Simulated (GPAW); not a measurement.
Here is a GPAW 26.7.0 calculation.

The input run.py:

```python
from ase import Atoms
from ase.dft.bandgap import bandgap
from ase.io import write
from ase.units import GPa
from gpaw import GPAW, PW

atoms = Atoms(['Mn', 'O'],
              cell=[[0.0, 2.22200033, 2.22200033],
                    [2.22200033, 0.0, 2.22200033],
                    [2.22200033, 2.22200033, 0.0]],
              scaled_positions=[[0.0, 0.0, 0.0],
                                [0.5, 0.5, 0.5]],
              pbc=True)
atoms.set_initial_magnetic_moments([5.0, 0.0])

calc = GPAW(mode=PW(600),
            xc='LDA',
            kpts={'size': (8, 8, 8), 'gamma': True},
            occupations={'name': 'fermi-dirac', 'width': 0.05},
            nbands=21,
            maxiter=120,
            txt='gpaw.txt')
atoms.calc = calc
energy = atoms.get_potential_energy()
forces = atoms.get_forces()
stress = atoms.get_stress()
calc.write('gs.gpw')
write('result.traj', atoms)
print(f'Energy: {energy:.6f} eV')
print('Forces (eV/A):')
print(forces.round(4))
print('Stress (GPa):', (stress / GPa).round(3))
print('Moments:', calc.get_magnetic_moments().round(3))
print('Fermi level:', round(calc.get_fermi_level(), 4), 'eV')
print(f'Gap: {bandgap(calc)[0]:.4f} eV, direct: {bandgap(calc, direct=True)[0]:.4f} eV')
```

Potentials or basis: the program's PAW data sets (release 1.2.1) made for this functional, pw.

Run with:

```bash
$ OMP_NUM_THREADS=1 python run.py
```

Q: Estimate the band gap on the k mesh.

A: None (metal or under the smearing width).

Q: Predict the pressure.

A: -18.5 GPa.

Caveat: the cutoff is short for stress and forces, so pressures can be off by a GPa or more; so large a pressure means that the cell lies far from this level's equilibrium, or that cutoff or potentials fall short; a cell with one magnetic atom can't hold antiferromagnetic order, which such compounds often take; semilocal functionals often make such compounds metallic where correlation or magnetic order opens a gap, which also shifts bond lengths. With open d or f shells a metallic result of LDA can be an artefact of self-interaction; +U or a hybrid may open a gap.
